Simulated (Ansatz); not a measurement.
**Mo(100) / 3 layers W(100) / Mo(100): resistance against film thickness**

Wanted: interface resistance and thickness dependence for Mo(100) / 3 layers W(100) / Mo(100).

Program: Ansatz 0.2.0. Level of theory: Ansatz plane-wave DFT, PBE, PAW files; ballistic transport by layer matching (Landauer), zero bias; PAW set soft_1. Results are calculated unless marked as measured.

## 1. Set-up

The cell holds 14 atoms: 11 Mo and 3 W. Its edges and angles: a = 3.147 Å, b = 3.147 Å, c = 22.110 Å, α = 90.0°, β = 90.0°, γ = 90.0°. It derives from Mo and W. Regions: lead, 11 atoms (11 Mo); films, 3 atoms (3 W). The structure is stacked along c, and the current runs across the ab planes.

## 2. With 3 layers

The film is laid into the lead at the lead's in-plane lattice, and the cell closes on the lead's own image. The mesh across the current, 24×24, is finer than the density's, because channels open and close sharply across the zone. Energies from -1 to 1 eV in steps of 0.036 eV cover the slope of the Fermi function at 300 K, so the program can form a conductance.

input.yaml reads:

```yaml
crystal:
  lattice:
    - [3.147, 0.0, 0.0]
    - [0.0, 3.147, 0.0]
    - [0.0, 0.0, 22.1095539143]
  atoms:
    - { symbol: Mo, position: [0.0, 0.0, 0.0355841643] }
    - { symbol: Mo, position: [0.5, 0.5, 0.106752493] }
    - { symbol: Mo, position: [0.0, 0.0, 0.1779208217] }
    - { symbol: Mo, position: [0.5, 0.5, 0.2490891504] }
    - { symbol: Mo, position: [0.0, 0.0, 0.3202574791] }
    - { symbol: W, position: [0.5, 0.5, 0.3920330408] }
    - { symbol: W, position: [0.0, 0.0, 0.4644158357] }
    - { symbol: W, position: [0.5, 0.5, 0.5367986305] }
    - { symbol: Mo, position: [0.0, 0.0, 0.6085741922] }
    - { symbol: Mo, position: [0.5, 0.5, 0.6797425209] }
    - { symbol: Mo, position: [0.0, 0.0, 0.7509108496] }
    - { symbol: Mo, position: [0.5, 0.5, 0.8220791783] }
    - { symbol: Mo, position: [0.0, 0.0, 0.893247507] }
    - { symbol: Mo, position: [0.5, 0.5, 0.9644158357] }
kpoints:
  mp_grid: { grid: [12, 12, 2] }
hamiltonian:
  xc: pbe
  pseudopotentials: { kind: paw, azcp: { folder: soft_1 } }
scf:
  occupations: { method: fermi_dirac, width: 0.1 }
output:
  transmission: { leads: [[0, 1]], kmesh: [24, 24], e_range: [-1.0, 1.0], de: 0.036 }
  write_potential: true
  write_density: true
  volumetric_format: npy
  elf: true
```

On the command line:

```bash
> ansatz run input.yaml --threads 4 --pin off --max-ram 8192MiB --backend cpu --events-out ev --progress --plain --runs-dir out
```

Numbers of over 12 decimals in the logs are rounded to 6 here.

Output:

```text
Engine: ansatz 0.2.0, aarch64-unknown-linux-gnu
Pseudopotentials: kind: paw
Pseudopotential: Mo, paw, valence charge 14, recommended cutoff 420 eV (normal), soft_1/Mo.paw.azcp
Pseudopotential: W, paw, valence charge 14, recommended cutoff 420 eV (normal), soft_1/W.paw.azcp
Functional definition: PBE
  parameter kappa = 0.804
  parameter beta = 0.066725
  exchange = pbe_x(kappa = kappa, mu = beta*pi^2/3)
  correlation = pbe_c(beta = beta)
Crystal: 14 atoms, lattice volume = 218.964 Å³
Basis set: ecut = 420 eV, 4313 PW (Γ)
Bands: 118, of which v1, the nominal top of the filled ones, is band 98 counted from 1 (97 counted from 0)
Symmetry: 16 space group operations
Space group: P4/mmm (ITA 123), of the structure as read, at distance tolerance 6.0e-5 Å
k-points: 56 of 288
Non-local potential: Mo, projectors of the file, l = 0: 3, l = 1: 2, l = 2: 2, l = 3: 1
Non-local potential: W, projectors of the file, l = 0: 3, l = 1: 2, l = 2: 2, l = 3: 1
PAW form: soft (Blöchl's): semilocal exchange-correlation on the pseudo side does not see the compensation charge
PAW one-centre angular grid: Mo, 590 points (default); XC on 64 Gauss nodes
PAW one-centre angular grid: W, 590 points (default); XC on 64 Gauss nodes
Initial density: superposition of atomic densities (chi_scale 0.1, normalization cell, long waves of neutral atoms (reshape's long-wave potential 4.96 eV rms, cloud 3.16 Å wide))
Initial wavefunctions: pseudopotential atomic-orbital guess
Functional: x = pbe(κ = 0.804, μ = 0.219515), c = pbe(β = 0.066725)
SCF iter   1: F=—  HF=-85682.074212 eV  |F-HF|=—  |Δ(HF+E_count)|=         —  Δρ=9.72e-2  dr2=2.88e1  ethr=3.10e-3  ⟨swp⟩=4.2  Hψ=24062  notcnv=0
preconditioner: auto → Kerker (q_TF=auto, 2.678 Å⁻¹)  [metal: Δε(μ)=0.017 eV  Ē_g=4.812 eV  σ=0.100 eV  W_gap=0.04  n_scr=70 (ndim 8)  ℏωp=23.0 eV  f_vac=0.000  D(μ)=6.94/eV (n_scr^D=52)]
SCF iter   2: F=—  HF=-85676.711553 eV  |F-HF|=—  |Δ(HF+E_count)|=    5.36e0  Δρ=5.52e-2  dr2=1.19e1  ethr=3.10e-3  ⟨swp⟩=2.5  Hψ=13162  notcnv=0
SCF iter   3: F=—  HF=-85674.520638 eV  |F-HF|=—  |Δ(HF+E_count)|=    2.19e0  Δρ=7.50e-3  dr2=1.21e0  ethr=3.10e-3  ⟨swp⟩=3.4  Hψ=12856  notcnv=0
SCF iter   4: F=—  HF=-85674.500974 eV  |F-HF|=—  |Δ(HF+E_count)|=   1.97e-2  Δρ=1.52e-3  dr2=4.34e-2  ethr=6.19e-4  ⟨swp⟩=1.9  Hψ=7799  notcnv=0
SCF iter   5: F=—  HF=-85674.499526 eV  |F-HF|=—  |Δ(HF+E_count)|=   1.45e-3  Δρ=5.37e-4  dr2=4.64e-3  ethr=2.21e-5  ⟨swp⟩=1.4  Hψ=6739  notcnv=0
SCF iter   6: F=—  HF=-85674.499411 eV  |F-HF|=—  |Δ(HF+E_count)|=   1.15e-4  Δρ=1.34e-4  dr2=3.25e-4  ethr=2.37e-6  ⟨swp⟩=1.0  Hψ=6608  notcnv=0
SCF iter   7: F=—  HF=-85674.499406 eV  |F-HF|=—  |Δ(HF+E_count)|=   4.50e-6  Δρ=2.82e-5  dr2=1.14e-5  ethr=1.66e-7  ⟨swp⟩=1.1  Hψ=6628  notcnv=0
SCF iter   8: F=—  HF=-85674.499538 eV  |F-HF|=—  |Δ(HF+E_count)|=   1.32e-4  Δρ=4.75e-6  dr2=7.65e-7  ethr=5.81e-9  ⟨swp⟩=1.4  Hψ=6689  notcnv=0
SCF iter   9: F=-85674.499538 eV  HF=-85674.499538 eV  |F-HF|=6.43e-8  |Δ(HF+E_count)|=   2.69e-8  Δρ=1.47e-6  dr2=6.61e-8  ethr=5.10e-11  ⟨swp⟩=4.7  Hψ=15474  notcnv=0
SCF 1 converged in 9 iterations: F = -85674.499538 eV  dr2 = 6.61e-8
  greatest PAW one-centre occupation: 0.999 electrons in one spin orbital (limit 2), on the W atom at site 7 (counted from 0), in its partial waves of l = 0
transmission: 374 of 3731 steps passed
transmission: 747 of 3731 steps passed
[...]
transmission: 3731 of 3731 steps passed
SCF converged after 9 iterations
Free energy (F): -85674.499538 eV
Harris-Foulkes:  -85674.499538 eV  (|F-HF|=6.43e-8)
Internal energy: -85674.239608 eV  (E = F + TS)
E sigma→0 (E₀):  -85674.369573 eV
Entropy (-TS):   -0.259931 eV (-18.566 meV/atom)
Fermi energy:    21.435490 eV
--- Per-component energies (eV) ---
  E_band       = -848.211890
  E_kinetic    = 5913.140644
  E_local      = -10081.679570  (includes V_loc(G=0)·N_el)
  E_nonlocal   = 1551.903483
  E_hartree    = 3563.863058
  E_xc         = -2744.374837
  E_vxc        = -3114.540735  (∫ρ·V_xc dr)
  E_paw        = -61063.360891  (= ΣΔE_a)
  E_vpaw       = -2244.761153  (= ΣTr[D̂ρ^β])
  E_aug_tail   = 0.000978  (compensation charges beyond the density's cutoff)
  E_ewald      = -22813.732472
  E_smearing   = -0.259931  (= −TS)
  E_closure    = 0.000000  (closes the sum)
  Σ components = -85674.499538   (vs F -85674.499538, Δ=0.00e0)
--- Band table (eV; the first three rows and the last of 56) ---
  k-point 0: bands = [... 94 lower, 20.4945, 20.4945, 20.8879, 20.9545, 21.1313, 21.1438, 21.3113, 21.3113, ... 16 higher]
  k-point 1: bands = [... 94 lower, 20.5264, 20.6259, 20.8251, 20.8251, 20.8655, 20.8655, 21.3383, 21.3587, ... 16 higher]
  k-point 2: bands = [... 94 lower, 20.8222, 20.8500, 20.9001, 20.9136, 21.3499, 21.3826, 21.3854, 21.4178, ... 16 higher]
  k-point 55: bands = [... 94 lower, 22.4521, 22.4521, 22.7418, 22.7418, 23.1542, 23.1583, 23.2363, 23.2377, ... 16 higher]
--- Transmission ---
  basis      : 89 plane waves across, 41 finite elements along
  points     : 91, standing for a mesh of 24 x 24
  filling    : by the input's occupations and mesh, since the crystals that have channels conduct as metals do. If one of these is a semiconductor, that mesh has misplaced its level
  energies   : 56 from -1.000000 to 0.980000 eV about the Fermi level, 0.036000 eV apart; the leads are filled to 0.000000 eV, and channels, transmission and decay are at 0.008000 eV
  crystal 0  : Mo1, at the sites [0, 1], period 1.5735 Å, over 17.31 Å; its Hamiltonian steps by up to 1.7 meV
    offset         : up to 0.0000 Å between an atom of the period and one for which it stands
    filled         : 13.3 meV under the level at which it is neutral
    channels       : 1.628472e0 a spin
    conductance    : 1.2906e15 S/m² at 300 K; may be off by some 0.0 % by where its bands' edges are placed, 6.5 % from the k-mesh, 0.6 % from the distance to neutral
    slowest decay  : 0.0146 /Å at (0.3333, 0.1250)
  junction   : crystal 0 to crystal 0, -0.70 to 19.84 Å
    transmission   : 1.370281e0 a spin
    conductance    : 1.0806e15 S/m² at 300 K (1.0716e15 on every other point, 1.0808e15 on every other energy)
    error estimate : 0.0 % from the energy spacing and 0.0 % from band edges of the leads and from resonances (wavevectors taken as independent; lower de), 4.5 % from the k-mesh, 0.4 % from the steps of its leads' Hamiltonians or their offsets (lay more layers), 0.5 % from the distance to neutral
    resistance     : 1.5061e-4 Ω µm² beyond half of each lead's own
```

Run time: 4.2 min. Hardware: 4 threads of Arm Neoverse V2, shared host; peak memory 1.5 GiB; 14 min of CPU time.

This step gave:

```
free energy                                                                : -85674.4995 eV
energy at zero smearing                                                    : -85674.3696 eV
Fermi energy                                                               : 21.44 eV
cell area                                                                  : 9.904 Å²
step of the lead's potential                                               : 1.7 meV
ballistic conductance of the lead                                          : 1.29e15 S/m²
estimated errors of the lead's conductance                                 : 0, 6.5, 0.6 % (band edges, k-mesh, distance from neutral)
lead conductance per cell                                                  : 1.650 G₀
conductance of the junction                                                : 1.08e15 S/m²
junction conductance per cell                                              : 1.381 G₀
estimated errors of the junction's conductance                             : 0, 0, 4.5, 0.4, 0.5 % (energy step, band edges, k-mesh, leads' steps, distance from neutral)
area resistance that the stack adds (contact term taken off, spin by spin) : 0.1506 fΩ m²
```

Per spin. Transmission, zone mean against energy, zero at the Fermi level:

| energy (eV) | transmission, zone mean |
| --- | --- |
| -1.000 | 1.47 |
| -0.928 | 1.43 |
| -0.856 | 1.42 |
| -0.784 | 1.40 |
| -0.712 | 1.36 |
| -0.676 | 1.35 |
| -0.604 | 1.32 |
| -0.532 | 1.33 |
| -0.460 | 1.33 |
| -0.388 | 1.34 |
| -0.316 | 1.32 |
| -0.244 | 1.32 |
| -0.172 | 1.32 |
| -0.100 | 1.35 |
| -0.028 | 1.37 |
| 0.008 | 1.37 |
| 0.080 | 1.43 |
| 0.152 | 1.41 |
| 0.224 | 1.57 |
| 0.296 | 1.74 |
| 0.368 | 1.84 |
| 0.440 | 1.92 |
| 0.512 | 1.96 |
| 0.584 | 2.04 |
| 0.656 | 2.05 |
| 0.692 | 2.08 |
| 0.764 | 2.11 |
| 0.836 | 2.16 |
| 0.908 | 2.21 |
| 0.944 | 2.22 |
| 0.980 | 2.19 |

Per spin. Open channels, zone mean, lead against energy, zero at the Fermi level:

energy (eV), open channels, zone mean, lead and a bar from the least value:
```
   -1.000       1.78 ######
   -0.928       1.73 ####
   -0.856       1.68 ###
   -0.784       1.65 ##
   -0.712       1.63 ##
   -0.676       1.59 #
   -0.604       1.58 #
   -0.532       1.63 ##
   -0.460       1.56 
   -0.388       1.57 
   -0.316       1.59 #
   -0.244       1.57 
   -0.172       1.58 #
   -0.100       1.62 ##
   -0.028       1.64 ##
    0.008       1.63 ##
    0.080       1.69 ###
    0.152       1.70 ###
    0.224       1.94 ##########
    0.296       2.11 ##############
    0.368       2.15 ###############
    0.440       2.22 ################
    0.512       2.31 ###################
    0.584       2.51 ########################
    0.656       2.45 ######################
    0.692       2.52 ########################
    0.764       2.52 ########################
    0.836       2.63 ###########################
    0.908       2.66 ############################
    0.980       2.76 ##############################
```

Transmission over k1 and k2. At 0.0080 eV from the Fermi level.

Values, 12 rows by 16 columns, each cell a mean:
```
1.49 1.12 0.25 0.00 0.00 0.37 2.68 3.42 3.52 3.37 1.76 0.19 0.00 0.00 0.56 1.28
0.23 0.18 0.00 0.00 0.00 0.00 0.76 2.43 3.15 2.01 0.23 0.00 0.00 0.00 0.06 0.19
0.00 0.00 0.00 0.00 0.00 0.33 1.56 2.31 2.43 2.22 1.01 0.16 0.00 0.00 0.00 0.00
0.65 0.19 0.00 0.00 0.66 1.29 1.93 1.96 1.97 1.95 1.76 1.14 0.33 0.00 0.00 0.37
3.37 2.72 0.98 1.43 1.80 1.94 2.95 2.98 3.30 3.27 2.42 1.93 1.72 1.19 1.49 2.96
3.78 3.43 3.13 2.89 1.97 1.97 3.23 3.59 3.94 3.25 2.91 1.97 2.27 2.90 3.25 3.59
3.76 3.28 2.16 2.53 1.95 1.96 3.21 2.92 3.58 2.89 2.91 1.96 2.16 2.46 2.39 3.50
2.15 1.31 0.23 0.33 1.33 1.75 2.18 2.68 2.67 2.67 1.93 1.60 1.01 0.17 0.56 1.61
0.00 0.00 0.00 0.00 0.16 0.82 1.80 1.95 1.97 1.94 1.48 0.66 0.00 0.00 0.00 0.00
0.00 0.00 0.00 0.00 0.00 0.00 1.04 2.62 2.91 2.37 0.33 0.00 0.00 0.00 0.00 0.00
0.92 0.59 0.11 0.00 0.00 0.00 1.61 2.71 3.34 2.41 0.90 0.00 0.00 0.00 0.27 0.73
1.62 1.44 0.30 0.00 0.00 0.83 3.20 3.75 3.77 3.74 2.38 0.42 0.00 0.00 0.75 1.51
```
Columns: k1 (b1) from -0.5 to 0.458; rows upwards: k2 (b2) from -0.5 to 0.458.

Open channels over k1 and k2. At 0.0080 eV from the Fermi level.

Ten even steps from '0' (0.00) to '9' (5.00):
```
444200004888888840000244
442200000688888600000224
422000000268986200000022
000000000046664000000000
000000000266666200000000
000000002444444420000000
000000022444444422000000
440000224444444442200004
886202444488888444420268
888646444884848844464688
888866444848884844466888
888966444888888844466988
888866444848884844466888
888646444884848844464688
886202444488888444420268
440000224444444442200004
000000022444444422000000
000000002444444420000000
000000000266666200000000
000000000046664000000000
422000000268986200000022
442200000688888600000224
444200004888888840000244
444400004888888840000444
```
Columns: k1 (b1) from -0.5 to 0.458; rows upwards: k2 (b2) from -0.5 to 0.458.

ELF in the ca plane at fractional y = 0.000, with atoms of Mo and W within 0.2 Å of it. It is the smooth field of the valence electrons, not physical close to the nuclei.

Values, 5 rows by 16 columns, each cell a mean:
```
0.57 0.48 0.31 0.51 0.55 0.32 0.44 0.60 0.31 0.37 0.57 0.33 0.32 0.64 0.37 0.31
0.27 0.30 0.43 0.29 0.28 0.43 0.31 0.26 0.43 0.38 0.26 0.42 0.40 0.26 0.34 0.41
0.35 0.39 0.40 0.38 0.36 0.41 0.40 0.34 0.44 0.46 0.33 0.46 0.45 0.31 0.42 0.42
0.34 0.33 0.42 0.33 0.34 0.41 0.32 0.36 0.40 0.36 0.37 0.38 0.37 0.37 0.33 0.39
0.57 0.50 0.27 0.52 0.55 0.27 0.46 0.59 0.28 0.37 0.48 0.32 0.31 0.61 0.38 0.29
```
Columns run along c (16.0 Å, from fractional 0.00 to 0.72 of the cell), rows up along a (3.1 Å). Atoms in or near the plane, at fractional coordinates: Mo at (0.04, 0.00), Mo at (0.18, 0.00), Mo at (0.32, 0.00), W at (0.46, 0.00), Mo at (0.61, 0.00).

Electrostatic potential energy in the ca plane at fractional y = 0.000, with atoms of Mo and W within 0.2 Å of it. With pseudopotentials it is smooth inside the atoms' cores, unlike the true potential.

Ten even steps from '0' (-53 eV) to '9' (22 eV), each cell a mean:
```
41015899730026999620038998633358998410158997
75357999964468999864469999854579999753589999
98889999998899999998899999988899999988899999
99999999999999999999999999999999999999999999
99999999999999999999999999999999999999999999
87678999986689999976689999876789999876799999
62136999852147999731258999643468999621369998
40004899720016999510027998534348998400048997
```
Columns run along c (16.0 Å, from fractional 0.00 to 0.72 of the cell; values clipped at the 3rd and 97th percentile), rows up along a (3.1 Å). Atoms in or near the plane, at fractional coordinates: Mo at (0.04, 0.00), Mo at (0.18, 0.00), Mo at (0.32, 0.00), W at (0.46, 0.00), Mo at (0.61, 0.00).

Valence density in the ca plane at fractional y = 0.000, with atoms of Mo and W within 0.2 Å of it. It is the smooth field of the valence electrons, not physical close to the nuclei.

Ten even steps from '0' (0.3 e/Å³) to '9' (7.0 e/Å³), each cell a mean:
```
27962000038851000158830000167720000279620000
02320000012310000013210000023200000023200000
00000000000000000000000000000000000000000000
00000000000000000000000000000000000000000000
00000000000000000000000000000000000000000000
00100000001100000001100000001000000001000000
15641000025630000036520000146510000156410000
38982000049961000169940000277730000389820000
```
Columns run along c (16.0 Å, from fractional 0.00 to 0.72 of the cell), rows up along a (3.1 Å). Atoms in or near the plane, at fractional coordinates: Mo at (0.04, 0.00), Mo at (0.18, 0.00), Mo at (0.32, 0.00), W at (0.46, 0.00), Mo at (0.61, 0.00).

The lead's potential steps by 1.7 meV from period to period, small in itself. The program estimates the junction's conductance to 4.5 % from the k-mesh, 0.5 % from the leads' distance from neutral and 0.4 % from their steps.

By hand: 1/G − 1/G_lead = 1/1.081 − 1/1.291 = 0.151 fΩ m² with G in 10¹⁵ S/m².

## 3. With 5 layers, k-mesh 12×12×1, film layers 5

The stack now holds 5 film layers; the k-mesh follows the cell, and the energies span -0.27 to 0.27 eV.

System of this step: Mo(100) / 5 layers W(100) / Mo(100). The cell holds 16 atoms: 11 Mo and 5 W. Its edges and angles: a = 3.147 Å, b = 3.147 Å, c = 25.310 Å, α = 90.0°, β = 90.0°, γ = 90.0°. It derives from Mo and W. Regions: lead, 11 atoms (11 Mo); films, 5 atoms (5 W). The structure is stacked along c, and the current runs across the ab planes.

input.yaml reads:

```yaml
crystal:
  lattice:
    - [3.147, 0.0, 0.0]
    - [0.0, 3.147, 0.0]
    - [0.0, 0.0, 25.3102565238]
  atoms:
    - { symbol: Mo, position: [0.0, 0.0, 0.0310842365] }
    - { symbol: Mo, position: [0.5, 0.5, 0.0932527095] }
    - { symbol: Mo, position: [0.0, 0.0, 0.1554211826] }
    - { symbol: Mo, position: [0.5, 0.5, 0.2175896556] }
    - { symbol: Mo, position: [0.0, 0.0, 0.2797581286] }
    - { symbol: W, position: [0.5, 0.5, 0.3424570448] }
    - { symbol: W, position: [0.0, 0.0, 0.4056864041] }
    - { symbol: W, position: [0.5, 0.5, 0.4689157635] }
    - { symbol: W, position: [0.0, 0.0, 0.5321451228] }
    - { symbol: W, position: [0.5, 0.5, 0.5953744822] }
    - { symbol: Mo, position: [0.0, 0.0, 0.6580733984] }
    - { symbol: Mo, position: [0.5, 0.5, 0.7202418714] }
    - { symbol: Mo, position: [0.0, 0.0, 0.7824103444] }
    - { symbol: Mo, position: [0.5, 0.5, 0.8445788174] }
    - { symbol: Mo, position: [0.0, 0.0, 0.9067472905] }
    - { symbol: Mo, position: [0.5, 0.5, 0.9689157635] }
kpoints:
  mp_grid: { grid: [12, 12, 1] }
hamiltonian:
  xc: pbe
  pseudopotentials: { kind: paw, azcp: { folder: soft_1 } }
scf:
  occupations: { method: fermi_dirac, width: 0.1 }
output:
  transmission:
    leads: [[0, 1]]
    kmesh: [24, 24]
    e_range: [-0.27, 0.27]
    de: 0.036
  write_potential: true
  write_density: true
  volumetric_format: npy
```

Output:

```text
[...]
Crystal: 16 atoms, lattice volume = 250.663 Å³
Basis set: ecut = 420 eV, 4949 PW (Γ)
Bands: 135, of which v1, the nominal top of the filled ones, is band 112 counted from 1 (111 counted from 0)
Symmetry: 16 space group operations
[...]
k-points: 28 of 144
[...]
--- Transmission ---
  basis      : 89 plane waves across, 43 finite elements along
  points     : 91, standing for a mesh of 24 x 24
[...]
filled         : 19.9 meV under the level at which it is neutral
    channels       : 1.642361e0 a spin
[...]
slowest decay  : 0.0292 /Å at (0.3750, 0.3750)
  junction   : crystal 0 to crystal 0, -0.70 to 23.04 Å
    transmission   : 1.218390e0 a spin
[...]
resistance     : 2.6486e-4 Ω µm² beyond half of each lead's own
[key lines of the parts left out:]
SCF converged after 10 iterations
Free energy (F): -106446.304434 eV
Fermi energy:    21.553163 eV
```

It took 1.8 min on 4 threads; peak memory 1.4 GiB; 6 min of CPU time.

Numbers from this step:

```
free energy                                                                : -106446.3044 eV
energy at zero smearing                                                    : -106446.1491 eV
Fermi energy                                                               : 21.55 eV
step of the lead's potential                                               : 1.6 meV
estimated errors of the lead's conductance                                 : 0, 6.5, 0.8 % (band edges, k-mesh, distance from neutral)
lead conductance per cell                                                  : 1.645 G₀
conductance of the junction                                                : 9.60e14 S/m²
junction conductance per cell                                              : 1.227 G₀
estimated errors of the junction's conductance                             : 0, 0, 4.5, 0.4, 0.8 % (energy step, band edges, k-mesh, leads' steps, distance from neutral)
area resistance that the stack adds (contact term taken off, spin by spin) : 0.2649 fΩ m²
```

Per spin. The transmission, zone mean by energy, zero at the Fermi level:

| energy (eV) | transmission, zone mean |
| --- | --- |
| -0.270 | 1.20 |
| -0.234 | 1.20 |
| -0.198 | 1.17 |
| -0.162 | 1.19 |
| -0.126 | 1.19 |
| -0.090 | 1.21 |
| -0.054 | 1.21 |
| -0.018 | 1.22 |
| 0.018 | 1.22 |
| 0.054 | 1.26 |
| 0.090 | 1.28 |
| 0.126 | 1.28 |
| 0.162 | 1.27 |
| 0.198 | 1.39 |
| 0.234 | 1.44 |
| 0.270 | 1.46 |

The conductance of the junction is 9.6e14 S/m², 11 % under the 1.1e15 S/m² of the last finished run.

(Part 1 of 2 ends here.)

[Logs are printed without paths, hosts, clocks, repeated set-up lines and the standing remarks that a program may print on its own settings, such as how far it seeks lower states.]

[Hosts, paths, dates, database ids (printed as entryN), source tags and the programs' standing remarks are cut or masked in the printed files.]
